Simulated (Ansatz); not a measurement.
# SiO2 (Fddd) in Ansatz: further runs

The runs below take SiO2 through relaxation of cell and atoms, single point, with RPBE, r2SCAN+D3(BJ), PBE.

Program: Ansatz 0.2.0. These are calculated values, not measurements. Logs are shortened: lines on timing, memory, paths and dates and some standing lists are left out, and cuts for length are marked.

## (1) The structure

It takes space group Fddd (No. 70, orthorhombic). The conventional cell has a = 4.719 Å, b = 9.433 Å, c = 14.726 Å, α = 90.00°, β = 90.00°, γ = 90.00°. Around Si (site symmetry 2) lie 4 O at 1.60 to 1.62 Å. Around O (site symmetry 2) lie 2 Si at 1.62 Å. O (site symmetry -1) is surrounded by 2 Si at 1.60 Å.

The cell comes from a database or a generator and needn't be the stable form of this composition.

## (2) Relaxation of cell and atoms, RPBE

input.yaml

```yaml
crystal:
  lattice:
    - [0.0, 4.71625711, 7.3627753715]
    - [2.3595806657, 0.0, 7.3627753715]
    - [2.3595806657, 4.71625711, 0.0]
  atoms:
    - { symbol: Si, position: [0.93676892, 0.93676892, 0.56323108] }
    - { symbol: Si, position: [0.68676892, 0.68676892, 0.31323108] }
    - { symbol: Si, position: [0.31323108, 0.31323108, 0.68676892] }
    - { symbol: Si, position: [0.56323108, 0.56323108, 0.93676892] }
    - { symbol: O, position: [0.0634396, 0.4365604, 0.0634396] }
    - { symbol: O, position: [0.4365604, 0.0634396, 0.4365604] }
    - { symbol: O, position: [0.8134396, 0.1865604, 0.8134396] }
    - { symbol: O, position: [0.1865604, 0.8134396, 0.1865604] }
    - { symbol: O, position: [0.125, 0.625, 0.625] }
    - { symbol: O, position: [0.625, 0.625, 0.625] }
    - { symbol: O, position: [0.625, 0.625, 0.125] }
    - { symbol: O, position: [0.625, 0.125, 0.625] }
hamiltonian:
  xc: rpbe
  pseudopotentials: { kind: paw }
kpoints:
  mp_grid: { grid: [7, 7, 7] }
scf:
  occupations: { method: fermi_dirac, width: 0.05 }
output:
  forces: true
  stress: true
  eigenvalues: true
relax:
  f_tol: 0.01
  max_steps: 40
  cell: { stress_tol: 0.05 }
```

Potentials or basis: Ansatz PAW.

On the command line:

```bash
$ ansatz run input.yaml --threads 4 --pin off --max-ram 11264MiB --backend cpu --events-out ev --progress --plain --runs-dir out
```

Standard output:

```text
Warning: RAYON_NUM_THREADS=4 ignored (pool sized by the plan → 4); use --threads N
Engine: ansatz 0.2.0, aarch64-unknown-linux-gnu
Pseudopotentials: kind: paw
Pseudopotential: Si, paw, valence charge 4, recommended cutoff 420 eV (normal), Si.paw.azcp
Pseudopotential: O, paw, valence charge 6, recommended cutoff 420 eV (normal), O.paw.azcp
Functional definition: RPBE
  parameter kappa = 0.804
  parameter beta = 0.06672455060314922
  exchange = rpbe_x(kappa = kappa, mu = beta*pi^2/3)
  correlation = pbe_c(beta = beta)
Crystal: 12 atoms, lattice volume = 163.872 Å³
Basis set: ecut = 420 eV, 3169 PW (Γ), exchange–correlation on 120×108×72 points (8 copies of the dense FFT grid, shifted against one another)
Bands: 44, of which v1, the nominal top of the filled ones, is band 32 counted from 1 (31 counted from 0)
Symmetry: 8 space group operations
Space group: Fddd (ITA 70), of the structure as read, at distance tolerance 5.5e-5 Å
k-points: 64 of 343
Non-local potential: Si, projectors of the file, l = 0: 2, l = 1: 2, l = 2: 2
Non-local potential: O, projectors of the file, l = 0: 2, l = 1: 2, l = 2: 1
PAW form: soft (Blöchl's): semilocal exchange-correlation on the pseudo side does not see the compensation charge
PAW frozen core: Si, regenerated for the run's functional, and the local potential with it (the file was generated under x = pbe(κ = 0.804, μ = 0.2195149727645171), c = pbe(β = 0.06672455060314922))
PAW frozen core: O, regenerated for the run's functional, and the local potential with it (the file was generated under x = pbe(κ = 0.804, μ = 0.2195149727645171), c = pbe(β = 0.06672455060314922))
PAW one-centre angular grid: Si, 110 points (default); XC on 64 Gauss nodes
PAW one-centre angular grid: O, 110 points (default); XC on 64 Gauss nodes
Initial density: superposition of atomic densities (neutral atoms: chi_scale 0, normalization atom), corrected by the library's trained network
Initial wavefunctions: pseudopotential atomic-orbital guess
Functional: x = rpbe, c = pbe(β = 0.06672455060314922)
SCF iter   1: F=—  HF=-7122.514151 eV  |F-HF|=—  |Δ(HF+E_count)|=         —  Δρ=2.75e-3  dr2=9.06e-3  ethr=1.77e-3  ⟨swp⟩=6.7  Hψ=14732  notcnv=0  defer=123
preconditioner: auto → Resta (q_TF=auto, 2.333 Å⁻¹)  ε∞=2.8  [insulator: Δε(μ)=6.024 eV  Ē_g=17.073 eV  σ=0.050 eV  W_gap=1.00  n_scr=30 (ndim 8)  ℏωp=23.2 eV  f_vac=0.190  D(μ)=0.00/eV (n_scr^D=0)  ε∞_Penn≈2.8]
SCF iter   2: F=—  HF=-7122.516386 eV  |F-HF|=—  |Δ(HF+E_count)|=   2.23e-3  Δρ=1.53e-3  dr2=1.73e-3  ethr=1.42e-5  ⟨swp⟩=2.3  Hψ=5362  notcnv=0  defer=262
[... 117 lines left out ...]
  E_smearing   = -0.000000  (= −TS)
  E_closure    = -0.000000  (closes the sum)
  Σ components = -7122.698297   (vs F -7122.698297, Δ=0.00e0)
--- Forces (eV/Å), atoms counted from 1 ---
  atom   1  Si    -0.00000000    -0.00000000     0.00032506
  atom   2  Si     0.00000000     0.00000000     0.00032506
  atom   3  Si     0.00000000     0.00000000    -0.00032506
  atom   4  Si    -0.00000000    -0.00000000    -0.00032506
  atom   5  O      0.00000000    -0.00069664    -0.00000000
  atom   6  O      0.00000000     0.00069664    -0.00000000
  atom   7  O     -0.00000000    -0.00069664     0.00000000
  atom   8  O      0.00000000     0.00069664     0.00000000
  atom   9  O      0.00000000     0.00000000    -0.00000000
  atom  10  O      0.00000000    -0.00000000     0.00000000
  atom  11  O     -0.00000000     0.00000000     0.00000000
  atom  12  O      0.00000000     0.00000000     0.00000000
  max |Σ_I F_I| component: 4.34e-19 eV/Å
--- Stress (GPa, compression-positive) ---
        0.017401       0.000000      -0.000000
        0.000000       0.022816      -0.000000
       -0.000000      -0.000000       0.015924
  P = ⅓ Tr σ = 0.0187 GPa (0.187 kbar)
--- Band table (eV; the first three rows and the last of 64) ---
  k-point 0: bands = ["-17.6648", "-16.8034", "-16.7800", "-15.7979", "-15.7609", "-15.6633", "-15.6359", "-15.6267", "-7.8521", "-6.0703", "-5.1932", "-4.1586", "-4.0119", "-3.6349", "-3.4268", "-3.2236", "-1.3999", "-0.8721", "-0.8382", "-0.8316", "-0.6918", "-0.4974", "-0.4215", "-0.0875", "-0.0599", "0.0455", "0.4990", "0.8859", "0.9930", "1.1655", "1.5428", "1.5951", "7.2591", "9.8469", "9.9694", "10.1458", "10.3448", "11.3600", "11.6895", "11.7994", "12.5475", "12.9725", "13.4005", "13.5935"]
  k-point 1: bands = ["-17.6017", "-16.8881", "-16.6771", "-15.8484", "-15.7741", "-15.6835", "-15.6575", "-15.6494", "-7.6779", "-6.1660", "-5.2382", "-4.0937", "-3.9178", "-3.6370", "-3.5029", "-3.2451", "-1.4189", "-1.1556", "-0.8238", "-0.8032", "-0.5530", "-0.3867", "-0.3079", "-0.1706", "-0.0859", "-0.0052", "0.5839", "0.8587", "0.9418", "1.1823", "1.4618", "1.5343", "7.5912", "10.0225", "10.1192", "10.2396", "10.5239", "11.3226", "11.7440", "11.8261", "12.1599", "12.7276", "13.0887", "13.5635"]
  k-point 2: bands = ["-17.4301", "-16.9361", "-16.6016", "-16.0615", "-15.7836", "-15.7131", "-15.6872", "-15.6666", "-7.2696", "-6.2913", "-5.3498", "-4.1507", "-3.8611", "-3.5896", "-3.4833", "-3.2637", "-1.4544", "-1.3599", "-0.8589", "-0.7775", "-0.6741", "-0.4269", "-0.2543", "-0.1076", "-0.0447", "0.2284", "0.6175", "0.7843", "0.8859", "1.2005", "1.3378", "1.3934", "8.4085", "10.1402", "10.4582", "10.6910", "10.9720", "11.2303", "11.5845", "11.7948", "12.0782", "12.3481", "12.5172", "13.3961"]
  k-point 63: bands = ["-17.3955", "-17.3643", "-16.1326", "-16.0555", "-15.7826", "-15.7670", "-15.6450", "-15.6435", "-7.1915", "-7.0513", "-4.4451", "-4.1819", "-4.0225", "-3.7832", "-3.4249", "-3.4204", "-1.1959", "-1.1530", "-0.8897", "-0.8482", "-0.6154", "-0.5634", "-0.2000", "-0.1827", "-0.0378", "0.0559", "0.7218", "0.8324", "1.0248", "1.1164", "1.3332", "1.4238", "8.5488", "8.6176", "10.4358", "10.5215", "10.8951", "10.9472", "11.3779", "11.5783", "12.4663", "12.4804", "13.2631", "13.5231"]
--- Relaxed structure (7 steps of the walk, 7 accepted, 2 SCFs on fresh bases) ---
  F+E_penalty+E_count = -7122.69829666 eV   max|allowed force component| = 6.966e-4 eV/Å   (the final SCF, on the basis selected at the relaxed cell)
  cell:  # Å, volume = 171.3834 Å³
    - [-1.2100773906412166e-17, 4.789594072827423, 7.4696783102722915]
    - [2.3951806310807098, 8.573102254334172e-33, 7.4696783102722915]
    - [2.3951806310807098, 4.789594072827423, -3.877987675693556e-18]
  atoms:
    - { symbol: Si, position: [0.9367996480364857, 0.9367996480364855, 0.5632003519635144] }
    - { symbol: Si, position: [0.6867996480364857, 0.6867996480364855, 0.31320035196351437] }
    - { symbol: Si, position: [0.3132003519635145, 0.31320035196351437, 0.6867996480364855] }
    - { symbol: Si, position: [0.5632003519635145, 0.5632003519635143, 0.9367996480364856] }
    - { symbol: O, position: [0.06327912981075026, 0.43672087018924977, 0.06327912981075023] }
    - { symbol: O, position: [0.43672087018924977, 0.0632791298107502, 0.43672087018924977] }
    - { symbol: O, position: [0.8132791298107505, 0.1867208701892495, 0.8132791298107505] }
    - { symbol: O, position: [0.18672087018924988, 0.8132791298107501, 0.18672087018924977] }
    - { symbol: O, position: [0.12500000000000022, 0.6249999999999997, 0.6249999999999998] }
    - { symbol: O, position: [0.6250000000000003, 0.6249999999999997, 0.625] }
    - { symbol: O, position: [0.6250000000000002, 0.6249999999999998, 0.125] }
    - { symbol: O, position: [0.6250000000000002, 0.12499999999999972, 0.625] }
```

It took 71 s on 4 threads of Arm Neoverse V1, shared host; peak memory 0.78 GiB.

What came out:

```
Free energy                            : -7122.6983 eV
Relaxed volume                         : 14.28 Å³/atom
Relaxed cell                           : a = 8.873 Å, b = 7.844 Å, c = 5.355 Å, α = 82.15°, β = 61.13°, γ = 36.72°
Space group after relaxing (to 0.05 Å) : Fddd (No. 70)
Energy gained by relaxing              : 15.0 meV/atom
Ionic steps                            : 9
Pressure after relaxing                : 0.0 GPa
Band gap on the k mesh                 : 5.66 eV, direct
```

The path:
```
step  energy change (eV)  largest force (eV/Å)  volume (Å³)
   1              0.0000                0.5374       163.87
   2             -0.1164                0.2984       167.40
   3             -0.1519                0.0557       170.99
   4             -0.1522                0.1238       170.92
   5             -0.1525                0.0153       171.02
   6             -0.1526                0.0008       170.98
   7             -0.1803                0.0009       170.98
   8             -0.1795                0.0008       171.38
   9             -0.1806                0.0007       171.38
```

Final structure:
```
CELL_PARAMETERS angstrom
0.00000 4.78959 7.46968
2.39518 0.00000 7.46968
2.39518 4.78959 0.00000
ATOMIC_POSITIONS crystal
Si 0.93680 0.93680 0.56320
Si 0.68680 0.68680 0.31320
Si 0.31320 0.31320 0.68680
Si 0.56320 0.56320 0.93680
O 0.06328 0.43672 0.06328
O 0.43672 0.06328 0.43672
O 0.81328 0.18672 0.81328
O 0.18672 0.81328 0.18672
O 0.12500 0.62500 0.62500
O 0.62500 0.62500 0.62500
O 0.62500 0.62500 0.12500
O 0.62500 0.12500 0.62500
```

Caveat: odd divisions of the mesh miss points on the zone boundary, where band edges often lie, so the gap on the mesh can be too wide; the plane-wave basis is chosen anew once the cell has moved, so the energies of steps on either side of that aren't comparable; the pressure holds a Pulay correction of +0.5 GPa for the finite cutoff; the PAW data sets come from PBE, with cores solved anew for the run's functional, which leaves a small shift of forces and pressure. RPBE gaps usually lie below the measured ones, often by a third to a half.

## (3) Relaxation of cell and atoms, r2SCAN+D3(BJ)

input.yaml: that of step 2 with these lines changed.

```diff
@@ -19,4 +19,5 @@
 hamiltonian:
-  xc: rpbe
+  xc: r2scan
   pseudopotentials: { kind: paw }
+  dispersion: d3bj
 kpoints:
@@ -29,2 +30,6 @@
   eigenvalues: true
+  write_density: true
+  write_potential: true
+  elf: true
+  volumetric_format: npy
 relax:
```

Potentials or basis: Ansatz PAW.

On the command line:

```bash
$ ansatz run input.yaml --threads 4 --pin off --max-ram 11264MiB --backend cpu --events-out ev --progress --plain --runs-dir out
```

It took 1.8 min on 4 threads of Arm Neoverse V1, shared host; peak memory 1.4 GiB.

Results (log left out):

```yaml
Free_energy: -7120.9804 eV
Relaxed_volume: 13.57 Å³/atom
Relaxed_cell: a = 8.731 Å, b = 7.722 Å, c = 5.260 Å, α = 82.17°, β = 61.19°, γ = 36.64°
Space_group_after_relaxing_to_0.05_Å: Fddd (No. 70)
Energy_gained_by_relaxing: 0.3 meV/atom
Ionic_steps: 6
Pressure_after_relaxing: 0.0 GPa
Band_gap_on_the_k_mesh: 6.43 eV, direct
```

Forces on the atoms (eV/Å):
```
Si   0.000  0.000 -0.002
Si   0.000  0.000 -0.002
Si   0.000  0.000  0.002
Si   0.000  0.000  0.002
O    0.000  0.001  0.000
O    0.000 -0.001  0.000
O    0.000  0.001  0.000
O    0.000 -0.001  0.000
O    0.000  0.000  0.000
O    0.000  0.000  0.000
O    0.000  0.000  0.000
O    0.000  0.000  0.000
```

Step by step:
| step | energy change (eV) | largest force (eV/Å) | volume (Å³) |
| --- | --- | --- | --- |
| 1 | 0.0000 | 0.0650 | 163.87 |
| 2 | -0.0020 | 0.0379 | 163.45 |
| 3 | -0.0035 | 0.0276 | 162.82 |
| 4 | -0.0037 | 0.0119 | 162.77 |
| 5 | -0.0037 | 0.0021 | 162.78 |
| 6 | -0.0033 | 0.0020 | 162.78 |

Final structure:
```cif
data_structure
_symmetry_space_group_name_H-M 'P 1'
_symmetry_Int_Tables_number 1
_cell_length_a 8.7314
_cell_length_b 7.7224
_cell_length_c 5.2598
_cell_angle_alpha 82.172
_cell_angle_beta 61.188
_cell_angle_gamma 36.640
_cell_volume 162.78
loop_
_atom_site_label
_atom_site_type_symbol
_atom_site_fract_x
_atom_site_fract_y
_atom_site_fract_z
_atom_site_occupancy
Si1 Si 0.93694 0.93694 0.56306 1
Si2 Si 0.68694 0.68694 0.31306 1
Si3 Si 0.31306 0.31306 0.68694 1
Si4 Si 0.56306 0.56306 0.93694 1
O1 O 0.06453 0.43547 0.06453 1
O2 O 0.43547 0.06453 0.43547 1
O3 O 0.81453 0.18547 0.81453 1
O4 O 0.18547 0.81453 0.18547 1
O5 O 0.12500 0.62500 0.62500 1
O6 O 0.62500 0.62500 0.62500 1
O7 O 0.62500 0.62500 0.12500 1
O8 O 0.62500 0.12500 0.62500 1
```

Levels at points of the mesh, in eV from the valence-band top:
```
           k point  band 28  band 29  band 30  band 31  band 32  band 33  band 34  band 35  band 36  band 37
(0.00, 0.00, 0.00)    -0.77    -0.61    -0.44    -0.02     0.00     6.43     9.22     9.24     9.53     9.55
```

Caveat: odd divisions of the mesh miss points on the zone boundary, where band edges often lie, so the gap on the mesh can be too wide; the plane-wave basis is chosen anew once the cell has moved, so the energies of steps on either side of that aren't comparable; the PAW data sets come from PBE, with cores solved anew for the run's functional, which leaves a small shift of forces and pressure; the dispersion damping was fitted for another functional or another form of the correction. r2SCAN opens gaps a little over a GGA but as a rule still falls short of measured ones.

## (4) Single point, PBE

input.yaml: that of step 3 with these lines changed.

```diff
@@ -19,5 +19,4 @@
 hamiltonian:
-  xc: r2scan
+  xc: pbe
   pseudopotentials: { kind: paw }
-  dispersion: d3bj
 kpoints:
@@ -26,2 +25,4 @@
   occupations: { method: fermi_dirac, width: 0.05 }
+basis:
+  ecutwfc: "350 eV"
 output:
@@ -34,5 +35 @@
   volumetric_format: npy
-relax:
-  f_tol: 0.01
-  max_steps: 40
-  cell: { stress_tol: 0.05 }
```

Potentials or basis: Ansatz PAW.

On the command line:

```bash
$ ansatz run input.yaml --threads 4 --pin off --max-ram 11264MiB --backend cpu --events-out ev --progress --plain --runs-dir out
```

Standard output:

```text
Warning: basis.ecutwfc = 350 eV is below the records' recommended 420 eV, and the density's cutoff is lower with it unless basis.ecutrho_ratio is high enough to keep the records' density cutoff: compare with a run at a higher cutoff
Warning: RAYON_NUM_THREADS=4 ignored (pool sized by the plan → 4); use --threads N
[... 4 set-up lines as earlier in the session ...]
Functional definition: PBE
[... 1 set-up line as earlier in the session ...]
[... 52 lines left out ...]
  atom   4  Si     0.00000000    -0.00000000    -0.06749890
  atom   5  O     -0.00000000     0.35888126    -0.00000000
  atom   6  O      0.00000000    -0.35888126     0.00000000
  atom   7  O      0.00000000     0.35888126     0.00000000
  atom   8  O      0.00000000    -0.35888126     0.00000000
  atom   9  O      0.00000000     0.00000000     0.00000000
  atom  10  O      0.00000000    -0.00000000    -0.00000000
  atom  11  O      0.00000000     0.00000000     0.00000000
  atom  12  O      0.00000000     0.00000000     0.00000000
  max |Σ_I F_I| component: 1.11e-16 eV/Å
--- Stress (GPa, compression-positive) ---
        4.799213       0.000000      -0.000000
        0.000000       5.052272       0.000000
       -0.000000       0.000000       4.856285
  P = ⅓ Tr σ = 4.9026 GPa (49.026 kbar)
--- Band table (eV; the first three rows and the last of 64) ---
  k-point 0: bands = ["-17.6239", "-16.7086", "-16.6750", "-15.6267", "-15.5843", "-15.4749", "-15.4390", "-15.4292", "-7.7969", "-5.9731", "-5.0584", "-4.0926", "-3.9344", "-3.5515", "-3.3248", "-3.1008", "-1.3390", "-0.8158", "-0.7979", "-0.7848", "-0.5966", "-0.3485", "-0.2894", "0.0394", "0.0740", "0.1907", "0.6422", "1.0562", "1.1766", "1.3750", "1.7682", "1.8128", "7.5783", "10.1368", "10.2191", "10.5217", "10.6413", "11.7188", "12.0661", "12.2236", "12.9748", "13.5450", "13.7522", "14.1892"]
  k-point 1: bands = ["-17.5567", "-16.7953", "-16.5670", "-15.6795", "-15.5994", "-15.4960", "-15.4656", "-15.4555", "-7.6150", "-6.0678", "-5.1183", "-4.0160", "-3.8306", "-3.5464", "-3.4001", "-3.1291", "-1.3597", "-1.1047", "-0.7687", "-0.7504", "-0.4108", "-0.2667", "-0.1880", "-0.0507", "0.0439", "0.1303", "0.7406", "1.0335", "1.1260", "1.3893", "1.6806", "1.7515", "7.9173", "10.3209", "10.4482", "10.5542", "10.8612", "11.6718", "12.0361", "12.3608", "12.5802", "13.2965", "13.3474", "13.8703"]
  k-point 2: bands = ["-17.3734", "-16.8454", "-16.4845", "-15.9071", "-15.6106", "-15.5306", "-15.5002", "-15.4778", "-7.1936", "-6.1946", "-5.2461", "-4.0634", "-3.7561", "-3.4879", "-3.3822", "-3.1562", "-1.3996", "-1.3162", "-0.7564", "-0.6880", "-0.6017", "-0.3337", "-0.1415", "0.0197", "0.0821", "0.3730", "0.7811", "0.9572", "1.0694", "1.4005", "1.5464", "1.6059", "8.7600", "10.6461", "10.7786", "11.0717", "11.2454", "11.5089", "11.9521", "12.1222", "12.5419", "12.5964", "13.1022", "13.7308"]
  k-point 63: bands = ["-17.3363", "-17.3037", "-15.9831", "-15.8990", "-15.6090", "-15.5919", "-15.4506", "-15.4490", "-7.1138", "-6.9683", "-4.3498", "-4.0754", "-3.9351", "-3.6830", "-3.3271", "-3.3259", "-1.1379", "-1.0881", "-0.7971", "-0.7523", "-0.5430", "-0.4872", "-0.0698", "-0.0505", "0.0963", "0.1956", "0.8903", "1.0085", "1.2128", "1.3156", "1.5331", "1.6364", "8.9286", "8.9576", "10.7337", "10.8054", "11.2075", "11.2500", "11.7576", "11.9920", "12.9297", "12.9966", "13.5929", "13.8377"]
```

v_z.tsv:

```text
# z_ang	v_es[eV]	v_tot[eV]
# format = ansatz-planar-average/11
# xc	pbe
# density_cutoff_ev	1400
# datasets	Si=:simpson_from_first_knot:soft	O=:simpson_from_first_knot:soft
# lattice	0.000000000	4.716257110	7.362775371
# lattice	2.359580666	0.000000000	7.362775371
# lattice	2.359580666	4.716257110	0.000000000
# sites	12
# site	14	3.539370999	7.074385665	13.794438266
# site	14	2.359580666	4.716257110	10.113050580
# site	14	2.359580666	4.716257110	4.612500163
# site	14	3.539370999	7.074385665	8.293887849
# site	8	1.179790333	0.598394929	3.681387686
# site	8	1.179790333	4.117862181	3.681387686
# site	8	2.359580666	7.672780594	7.362775371
# site	8	2.359580666	1.759733626	7.362775371
# site	8	2.949475832	3.537192833	5.522081529
# site	8	2.949475832	5.895321388	9.203469214
# site	8	1.769685499	3.537192833	9.203469214
# site	8	1.769685499	5.895321388	5.522081529
0.000000	3.481543e0	-4.493916e0
0.146488	3.249353e0	-4.828318e0
0.292977	3.004960e0	-5.162579e0
0.439465	2.856769e0	-5.374111e0
0.585954	2.819824e0	-5.445916e0
0.732442	2.819824e0	-5.445916e0
[... 28 lines left out ...]
4.980608	3.531076e0	-4.326863e0
5.127097	3.591989e0	-4.301953e0
```

It took 7.1 s on 4 threads of Arm Neoverse V1, shared host; peak memory 0.64 GiB.

What came out:

- Free energy: -7095.4214 eV
- Pressure: 4.9 GPa
- Largest force: 0.359 eV/Å
- Band gap on the k mesh: 5.77 eV, direct

Forces on the atoms (eV/Å):
```
Si   0.000  0.000  0.067
Si   0.000  0.000  0.067
Si   0.000  0.000 -0.067
Si   0.000  0.000 -0.067
O    0.000  0.359  0.000
O    0.000 -0.359  0.000
O    0.000  0.359  0.000
O    0.000 -0.359  0.000
O    0.000  0.000  0.000
O    0.000  0.000  0.000
O    0.000  0.000  0.000
O    0.000  0.000  0.000
```

Levels at points of the mesh, in eV from the valence-band top:
| k point | band 30 | band 31 | band 32 | band 33 | band 34 | band 35 |
| --- | --- | --- | --- | --- | --- | --- |
| (0.00, 0.00, 0.00) | -0.44 | -0.04 | 0.00 | 5.77 | 8.32 | 8.41 |

Caveat: odd divisions of the mesh miss points on the zone boundary, where band edges often lie, so the gap on the mesh can be too wide; the pressure holds a Pulay correction of +5.9 GPa for the finite cutoff; the cutoff lies under the one recommended for these potentials.

[end of part 1 of 2]
